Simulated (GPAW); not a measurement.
Runs of GPAW 26.7.0 on RbBr. The structure is cubic, space group Fm-3m (No. 225). The conventional cell has a = 6.854 Å, b = 6.854 Å, c = 6.854 Å, α = 90.00°, β = 90.00°, γ = 90.00°. Around Rb (site symmetry m-3m) lie 6 Br at 3.43 Å. Br (site symmetry m-3m) is surrounded by 6 Rb at 3.43 Å. 

```csv
task,level,potentials or basis,spin,band path,band points,spin axis theta (degrees),spin axis phi (degrees),soc after scf,gap on the mesh (eV),pressure (GPa)
band structure,PBEsol,"PAW data sets generated in the run's folder for this functional, pw","SOC, no magnetisation","GXWKGLUWLK,UX",60,54.7,45,second variation,(a),0.0
band structure,vdW-DF2,"GPAW PAW data sets (gpaw-data 1.2.1), pw","SOC, no magnetisation","GXWKGLUWLK,UX",80,90,0,second variation,(b),-
band structure,LDA,"the program's PAW data sets (release 1.2.1) made for this functional, pw","SOC, no magnetisation","GXWKGLUWLK,UX",60,0,0,second variation,3.77,(c)
band structure,PBE,"JTH PAW 2.0, PBE, pw",off,"GXWKGLUWLK,UX",100,-,-,-,4.32,1.9
band structure,GLLB-SC,"the program's PAW data sets (release 1.2.1) made for this functional, pw",off,"GXWKGLUWLK,UX",100,-,-,-,8.46,-
band structure,RPBE,"the program's PAW data sets (release 1.2.1) made for this functional, pw","SOC, no magnetisation","GXWKGLUWLK,UX",60,90,45,second variation,4.54,2.3
```

Alike in all rows: cell as given; k mesh 6 × 6 × 6; cutoff (eV) 600; smearing fermi-dirac 0.05 eV.

Problem. Fill in the values left out.

Solution. (a) 4.04; (b) 3.82; (c) -1.2.

Caveats: spin-orbit coupling was added after a scalar SCF, so levels and gaps hold it while energy, forces, pressure and moments don't (some runs); this program's spin-orbit splittings come out too wide for heavy elements (some runs); the PAW data sets were made with another functional, which shifts forces and pressure a little (some runs); the program truncates these outside data sets (some runs); the GLLB-SC gap is the Kohn-Sham gap of the path plus the derivative discontinuity (some runs); a model potential gives levels but no total energy (some runs).

A k mesh can miss the band edges, and rows without SOC leave out spin-orbit coupling on Br, Rb.
